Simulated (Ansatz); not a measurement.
**Se (trigonal): a workflow**

Computed with Ansatz (plane waves, PAW, 420 eV cutoff): PBEsol, scalar-relativistic, no spin polarisation, Γ-centred 12×12×8 mesh, 0.05 eV Gaussian smearing; PAW files: Ansatz's generated set soft_2.

The database's entry of this formula in the relaxed cell's space group, P3_121, has axes of 4.300 × 4.300 × 4.890 Å and 26.10 Å³/atom (1969), the relaxed one 4.038 × 4.038 × 5.122 Å and 24.11.

The first cell:

```
Se
1.0
     4.36620    0.00000    0.00000
    -2.18310    3.78124    0.00000
     0.00000    0.00000    4.95360
Se
3
Direct
  0.22540 0.00000 0.83333
  0.00000 0.22540 0.16667
  0.77460 0.77460 0.50000
```

The runs in order:

```tsv
run	level	k-mesh	kind	V (Å³/atom)	P (GPa)	E − E(final) (meV/atom)	gap on the mesh (eV)
1	PBEsol	12×12×8	cell and atoms relaxed	24.11	0.0	0.0	0.45
2	PBEsol	12×12×8	cell and atoms relaxed	24.11	0.0	0.0	0.45
```

The cell is relaxed to zero pressure at this level.

The final structure (symmetry read at 0.01 Å). It takes space group P3_121 (No. 152, trigonal). The conventional cell has a = 4.038 Å, b = 4.038 Å, c = 5.122 Å, α = 90.00°, β = 90.00°, γ = 120.00°. Se (site symmetry 2) has 2 Se at 2.44 Å as nearest neighbours. (Neighbours are counted to 15 % beyond the shortest distance.)

```json
{"atom": "Se", "site": "3b", "symmetry": ".2.", "x": "0.2487", "y": "0.0000", "z": "0.8333"}
```

At the final geometry the gap, band path included, is 0.39 eV. The runs in the table took roughly 8 core-minutes.

**Why it comes out so.**

Within 0.6 eV of the edges the projected states are 94 % Se 4p at the top of the valence band and 93 % Se 4p at the bottom of the conduction band. 

The structure is built of weakly bound chains, and this functional has no dispersion term, so their spacing and all that hangs on it (volume, the soft elastic constants, low modes, dielectric constants) are poorly given.

For this crystal the k-mesh misses a band edge: under PBEsol at the relaxed cell a band path gives a gap of 0.39 eV where the mesh alone gives 0.45 eV, so gaps on the mesh are upper bounds.
